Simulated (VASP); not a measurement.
# KI (Fm-3m) in VASP: notebook, part 2 of 2

VASP 6.6.1. Earlier steps stand in the parts before.

### Step 4. Single point, PBE

This run uses another cell than the first one, of 46.20 Å³/atom, 1.064 times its volume.

Input file INCAR:

```
PREC = Accurate
ENCUT = 520
EDIFF = 1E-6
ISMEAR = 0
SIGMA = 0.02
LREAL = False
LASPH = True
NELM = 80
ALGO = Normal
ISIF = 2
LWAVE = False
LCHARG = False
GGA = PE
NBANDS = 15
```

Input file KPOINTS:

```
regular mesh
0
Gamma
  6 6 6
```

Input file POSCAR:

```
KI
1.0
    0.0000000000      3.5881814904      3.5881814904
    3.5881814904      0.0000000000      3.5881814904
    3.5881814904      3.5881814904      0.0000000000
K I
1 1
Direct
    0.0000000000      0.0000000000      0.0000000000
    0.5000000000      0.5000000000      0.5000000000
```

Potentials or basis: VASP PAW PBE potentials, release 64 (K_sv, I).

Started as:

```bash
> cat potpaw_PBE.64/K_sv/POTCAR potpaw_PBE.64/I/POTCAR > POTCAR
> mpirun -np 1 vasp_std > vasp.out
```

OUTCAR:

```text
PREC = Accurate
   ENCUT = 520
   EDIFF = 1E-6
   ISMEAR = 0
   LREAL = False
   LASPH = True
   NELM = 80
   ISIF = 2
   GGA = PE

 ion  position               nearest neighbor table
   1  0.000  0.000  0.000-   2 3.59   2 3.59   2 3.59   2 3.59   2 3.59   2 3.59
   2  0.500  0.500  0.500-   1 3.59   1 3.59   1 3.59   1 3.59   1 3.59   1 3.59

  LATTYP: Found a face centered cubic cell.
 ALAT       =     7.1763629808

  Lattice vectors:

 A1 = (   0.0000000000,   3.5881814904,   3.5881814904)
 A2 = (   3.5881814904,   0.0000000000,   3.5881814904)
 A3 = (   3.5881814904,   3.5881814904,   0.0000000000)

Analysis of symmetry for initial positions (statically):
=====================================================================
 Subroutine PRICEL returns:
 Original cell was already a primitive cell.

 Routine SETGRP: Setting up the symmetry group for a
 face centered cubic supercell.

 Subroutine GETGRP returns: Found 48 space group operations
 (whereof 48 operations were pure point group operations)
 out of a pool of 48 trial point group operations.

The static configuration has the point symmetry O_h .

Analysis of symmetry for dynamics (positions and initial velocities):
=====================================================================
 Subroutine PRICEL returns:
 Original cell was already a primitive cell.

 Routine SETGRP: Setting up the symmetry group for a
 face centered cubic supercell.

 Subroutine GETGRP returns: Found 48 space group operations
 (whereof 48 operations were pure point group operations)
 out of a pool of 48 trial point group operations.

The dynamic configuration has the point symmetry O_h .

 Subroutine INISYM returns: Found 48 space group operations
 (whereof 48 operations are pure point group operations),
 and found     1 'primitive' translations

----------------------------------------------------------------------------------------

                                     Primitive cell

  volume of cell :      92.3960

  direct lattice vectors                    reciprocal lattice vectors
     0.000000000  3.588181490  3.588181490    -0.139346352  0.139346352  0.139346352
     3.588181490  0.000000000  3.588181490     0.139346352 -0.139346352  0.139346352
     3.588181490  3.588181490  0.000000000     0.139346352  0.139346352 -0.139346352

  length of vectors
     5.074454928  5.074454928  5.074454928     0.241354961  0.241354961  0.241354961

  position of ions in fractional coordinates (direct lattice)
     0.000000000  0.000000000  0.000000000
     0.500000000  0.500000000  0.500000000

  ion indices of the primitive-cell ions
   primitive index   ion index
                 1           1
                 2           2

----------------------------------------------------------------------------------------

 KPOINTS: regular mesh

Automatic generation of k-mesh.
 Grid dimensions read from file:
 generate k-points for:    6    6    6

 Generating k-lattice:

  Cartesian coordinates                     Fractional coordinates (reciprocal lattice)
    -0.023224392  0.023224392  0.023224392     0.166666667  0.000000000  0.000000000
     0.023224392 -0.023224392  0.023224392     0.000000000  0.166666667  0.000000000
     0.023224392  0.023224392 -0.023224392     0.000000000  0.000000000  0.166666667

  Length of vectors
[... 29 lines left out ...]
   number of dos      NEDOS =    301   number of ions     NIONS =      2
   total plane-waves  NPLWV =  64000
   dimension x,y,z NGX =    40 NGY =   40 NGZ =   40
   dimension x,y,z NGXF=    80 NGYF=   80 NGZF=   80
   ions per type =               1   1
   NGX,Y,Z   is equivalent  to a cutoff of  13.10, 13.10, 13.10 a.u.
   NGXF,Y,Z  is equivalent  to a cutoff of  26.21, 26.21, 26.21 a.u.
 SYSTEM =  unknown system
   PREC   = accura    normal or accurate (medium, high low for compatibility)
   ISTART =      0    job   : 0-new  1-cont  2-samecut
   ICHARG =      2    charge: 1-file 2-atom 10-const
   ISPIN  =      1    spin polarized calculation?
   LNONCOLLINEAR =      F non collinear calculations
   LSORBIT =      F    spin-orbit coupling
   LASPH  =      T    aspherical Exc in radial PAW
   ENCUT  =  520.0 eV  38.22 Ry    6.18 a.u.   9.44  9.44  9.44*2*pi/ulx,y,z
   NELM   =     80;   NELMIN=  2; NELMDL= -5     # of ELM steps
   EDIFF  = 0.1E-05   stopping-criterion for ELM
   LREAL  =      F    real-space projection
   EDIFFG = 0.1E-04   stopping-criterion for IOM
   NSW    =      0    number of steps for IOM
   IBRION =     -1    ionic relax: 0-MD 1-quasi-New 2-CG
   NFREE  =      0    steps in history (QN), initial steepest desc. (CG)
   ISIF   =      2    stress and relaxation
   ISYM   =      2    0-nonsym 1-usesym 2-fastsym
   POTIM  = 0.5000    time-step for ionic-motion
   TEBEG  =    0.0;   TEEND  =   0.0 temperature during run
   PSTRESS=    0.0 pullay stress
   NELECT =      16.0000    total number of electrons
   NUPDOWN=      -1.0000    fix difference up-down
   EMIN   =  10.00;   EMAX   =-10.00  energy-range for DOS
   EFERMI =   0.00;   METHOD = LEGACY
   ISMEAR =     0;   SIGMA  =   0.02  broadening in eV -4-tet -1-fermi 0-gaus
   EFERMI_NEDOS =   21; number of points for ismear=-14 and -15
   IALGO  =     38    algorithm
   IMIX   =      4    mixing-type and parameters
     AMIX     =   0.40;   BMIX     =  1.00
     AMIX_MAG =   1.60;   BMIX_MAG =  1.00
  volume/ion in A,a.u.               =      46.20       311.76
  Fermi-wavevector in a.u.,A,eV,Ry     =   0.912495  1.724365 11.328848  0.832647
  Thomas-Fermi vector in A             =   2.036897
   LORBIT       =      0    0 simple, 1 ext, 2 COOP (PROOUT), +10 PAW based schemes
   GGA     = PE    functional components
   LHFCALC =     F    Hartree Fock is set to
   AEXX    =    0.0000 exact exchange contribution
   IVDW    =     0    specifies the selected vdW correction
   LEPSILON=     F    determine dielectric tensor
   LRPA    =     F    only Hartree local field effects (RPA)
 non-spin polarized calculation
 Gauss-broadening in eV      SIGMA  =   0.02
  energy-cutoff  :      520.00
  volume of cell :       92.40
 maximum number of plane-waves:      2511
 NGX is ok and might be reduce to    40
   NGX = 19   NGY = 19   NGZ = 19

 number of electron      16.0000001 magnetization

 Free energy of the ion-electron system (eV)
  ---------------------------------------------------
  ext. energy  EPLUGINS =         0.00000000
  ---------------------------------------------------
  free energy    TOTEN  =        -5.56507528 eV

  energy without entropy =       -5.56507528  energy(sigma->0) =       -5.56507528

 E-fermi :  -0.4784     XC(G=0):  -6.9971

 val. band max:       -0.6498405569   @ k =   0.0000   0.0000   0.0000
 cond. band min:       3.2071484571   @ k =   0.0000   0.0000   0.0000
 fundamental gap:      3.8569890139
 Fermi energy:        -0.4784140679

 k-point     1 :       0.0000    0.0000    0.0000
  band No.  band energies     occupation
      1     -29.2375      2.00000
      2     -12.7194      2.00000
      3     -12.7194      2.00000
      4     -12.7194      2.00000
      5     -11.0853      2.00000
      6      -0.6498      2.00000
      7      -0.6498      2.00000
      8      -0.6498      2.00000
      9       3.2071      0.00000
     10       5.8615      0.00000
     11       5.8615      0.00000
     12       5.8615      0.00000
     13       6.5482      0.00000
     14       6.5482      0.00000
[... 257 lines left out ...]
      2     -12.7514      2.00000
      3     -12.7504      2.00000
      4     -12.7396      2.00000
      5     -10.9277      2.00000
      6      -1.4571      2.00000
      7      -1.1694      2.00000
      8      -1.1467      2.00000
      9       5.0403      0.00000
     10       5.6131      0.00000
     11       6.6702      0.00000
     12       7.5057      0.00000
     13       7.8051      0.00000
     14       8.8703      0.00000
     15       9.2375      0.00000

------------------------ aborting loop because EDIFF is reached ----------------------------------------

  FORCE on cell =-STRESS in cart. coord.  units (eV):
  Direction    XX          YY          ZZ          XY          YZ          ZX
  --------------------------------------------------------------------------------------
  -------------------------------------------------------------------------------------
  Total        0.0311100      0.0311100      0.0311100      0.0000000      0.0000000      0.0000000
  in kB        0.5394573      0.5394573      0.5394573      0.0000000      0.0000000      0.0000000
  external PRESSURE =       0.5394573 kB  Pullay stress =       0.0000000 kB

 VOLUME and BASIS-vectors are now :
 -----------------------------------------------------------------------------
  energy-cutoff  :      520.00
  volume of cell :       92.40
      direct lattice vectors                 reciprocal lattice vectors
     0.000000000  3.588181490  3.588181490    -0.139346352  0.139346352  0.139346352
     3.588181490  0.000000000  3.588181490     0.139346352 -0.139346352  0.139346352
     3.588181490  3.588181490  0.000000000     0.139346352  0.139346352 -0.139346352

 POSITION                                       TOTAL-FORCE (eV/Angst)
 -----------------------------------------------------------------------------------
      0.00000      0.00000      0.00000        -0.000000      0.000000      0.000000
      3.58818      3.58818      3.58818         0.000000     -0.000000     -0.000000
 -----------------------------------------------------------------------------------
    total drift:                                0.000000     -0.000000     -0.000000

  FREE ENERGIE OF THE ION-ELECTRON SYSTEM (eV)
  ---------------------------------------------------
  free  energy   TOTEN  =        -5.5650752763 eV

  energy  without entropy=       -5.5650752763  energy(sigma->0) =       -5.56507528
```

OSZICAR:

```text
N       E                     dE             d eps       ncg     rms          rms(c)
DAV:   1     0.910848148369E+02    0.91085E+02   -0.62969E+03   480   0.899E+02
DAV:   2    -0.689254515132E-01   -0.91154E+02   -0.83943E+02   614   0.209E+02
DAV:   3    -0.541513402485E+01   -0.53462E+01   -0.53198E+01   678   0.448E+01
DAV:   4    -0.565296048344E+01   -0.23783E+00   -0.23778E+00   753   0.843E+00
DAV:   5    -0.565445144336E+01   -0.14910E-02   -0.14909E-02   685   0.649E-01    0.280E+00
DAV:   6    -0.556399809571E+01    0.90453E-01   -0.10155E-01   627   0.177E+00    0.201E+00
DAV:   7    -0.555845432023E+01    0.55438E-02   -0.11568E-01   648   0.166E+00    0.783E-01
DAV:   8    -0.556439628907E+01   -0.59420E-02   -0.12337E-02   537   0.701E-01    0.126E-01
DAV:   9    -0.556492520103E+01   -0.52891E-03   -0.11508E-03   648   0.188E-01    0.788E-02
DAV:  10    -0.556502370435E+01   -0.98503E-04   -0.12131E-04   622   0.597E-02    0.219E-02
DAV:  11    -0.556507525607E+01   -0.51552E-04   -0.64950E-05   536   0.474E-02    0.177E-02
DAV:  12    -0.556507527631E+01   -0.20241E-07   -0.26229E-06   619   0.123E-02
   1 F= -.55650753E+01 E0= -.55650753E+01  d E =-.194321E-35
```

Wall time 15 s (1 thread of AMD EPYC 9R45 (Zen 5), shared host); peak memory 0.21 GiB.

What came out:

| Quantity | Value |
| --- | --- |
| Free energy | -5.5651 eV |
| Pressure | 0.1 GPa |
| Band gap on the k mesh | 3.86 eV, direct |

Caveat: spin-orbit coupling is left out, which moves the levels of the heavy elements.

### Step 5. Single point, PBE

This run uses another cell than the first one, of 46.20 Å³/atom, 1.064 times its volume.

Input file INCAR:

```
SYSTEM = KI
  PREC = Accurate
  ENCUT = 520
  EDIFF = 1E-6
  ISMEAR = 0
  SIGMA = 0.02
  LREAL = .FALSE.
  LASPH = .TRUE.
  NELM = 80
  ALGO = Normal
  ISIF = 2
  LWAVE = .FALSE.
  LCHARG = .FALSE.
  GGA = PE
  NBANDS = 15
```

Input file KPOINTS:

```
regular mesh
0
G
  6 6 6
  0 0 0
```

POSCAR is that of step 4.

Started as:

```bash
> cat potpaw_PBE.64/K_sv/POTCAR potpaw_PBE.64/I/POTCAR > POTCAR
> mpirun -np 1 vasp_std > vasp.out
```

It took 15 s on 1 thread of AMD EPYC 9R45 (Zen 5), shared host; peak memory 0.21 GiB.

It converged, with:

| Item | Value |
| --- | --- |
| Free energy | -5.5651 eV |
| Pressure | 0.1 GPa |
| Band gap on the k mesh | 3.86 eV, direct |

Levels at points of the mesh, in eV from the valence-band top:
| k point | band 4 | band 5 | band 6 | band 7 | band 8 | band 9 | band 10 | band 11 | band 12 | band 13 |
| --- | --- | --- | --- | --- | --- | --- | --- | --- | --- | --- |
| (0.00, 0.00, 0.00) | -12.07 | -10.44 | 0.00 | 0.00 | 0.00 | 3.86 | 6.51 | 6.51 | 6.51 | 7.20 |
| (0.50, 0.00, 0.00) | -12.07 | -10.21 | -1.22 | -0.30 | -0.30 | 5.47 | 7.56 | 8.05 | 8.05 | 8.62 |
| (0.50, 0.50, 0.00) | -12.08 | -10.31 | -0.93 | -0.34 | -0.34 | 5.00 | 5.66 | 8.04 | 8.56 | 8.58 |

Caveat: spin-orbit coupling is left out, which moves the levels of the heavy elements.

### Step 6. Single point, PBE (volume scaled by 1.03)

Input file INCAR:

```
PREC = Accurate ; ENCUT = 520
EDIFF = 1E-6 ; ISMEAR = 0
SIGMA = 0.02 ; LREAL = False
LASPH = True ; NELM = 60
ALGO = Normal ; ISIF = 2
LWAVE = False ; LCHARG = True
GGA = PE ; LELF = True
LVHAR = True ; NBANDS = 15
```

Input file KPOINTS:

```
Automatic mesh
0
Gamma
  6 6 6
```

Input file POSCAR:

```
KI
1.0
    0.0000000000      3.6237103504      3.6237103504
    3.6237103504      0.0000000000      3.6237103504
    3.6237103504      3.6237103504      0.0000000000
K I
1 1
Direct
    0.0000000000      0.0000000000      0.0000000000
    0.5000000000      0.5000000000      0.5000000000
```

Potentials or basis: VASP PAW PBE potentials, release 64 (K_sv, I).

Started as:

```bash
> cat potpaw_PBE.64/K_sv/POTCAR potpaw_PBE.64/I/POTCAR > POTCAR
> mpirun -np 1 vasp_std > vasp.out
```

Wall time 16 s (1 thread of AMD EPYC 9R45 (Zen 5), shared host); peak memory 0.21 GiB.

The run converged. Its results:

- Free energy: -5.5634 eV
- Pressure: -0.2 GPa
- Band gap on the k mesh: 3.79 eV, direct

Levels at points of the mesh, in eV from the valence-band top:
```csv
k point,band 6,band 7,band 8,band 9,band 10,band 11
"(0.00, 0.00, 0.00)",0.00,0.00,0.00,3.79,6.52,6.52
"(0.50, 0.00, 0.00)",-1.15,-0.28,-0.28,5.44,7.46,7.99
"(0.50, 0.50, 0.00)",-0.88,-0.32,-0.32,5.04,5.59,8.01
```

Caveat: the cell differs from its parent crystal (volume scaled by 1.03); spin-orbit coupling is left out, which moves the levels of the heavy elements.

### Step 7. Overview

```tsv
cell	gap on the mesh (eV)	pressure (GPa)
a = 4.971 Å, angles 60.0°, 2 atoms	4.00	0.8
a = 5.023 Å, angles 60.0°, 2 atoms	3.93	0.4
a = 5.074 Å, angles 60.0°, 2 atoms	3.86	0.1
a = 5.125 Å, angles 60.0°, 2 atoms	3.79	-0.2
```

Alike in all rows: task single point; level PBE; potentials or basis VASP PAW PBE potentials, release 64 (K_sv, I); no spin polarisation; k mesh 6 × 6 × 6; cutoff (eV) 520; smearing gaussian 0.02 eV.

Caveats: spin-orbit coupling is left out, which moves the levels of the heavy elements.

Total energies depend on the potentials used, so only differences within one code and one set of settings carry meaning.

### Step 8. Comparison with measurements

Step 4. A measured gap of KI is 6.32 eV (a printed reference work, monograph); the calculated 3.86 eV misses it by -2.46 eV. Spin-orbit coupling on I is left out. The value is that of PBE, without temperature or zero-point motion. Semilocal functionals fall short of measured gaps as a rule.

Step 5. Measured gap of KI: 6.32 eV (a printed reference work, monograph). This calculation gives 3.86 eV (-2.46 eV). Spin-orbit coupling on I is left out. The value is that of PBE, without temperature or zero-point motion. Semilocal functionals fall short of measured gaps as a rule.
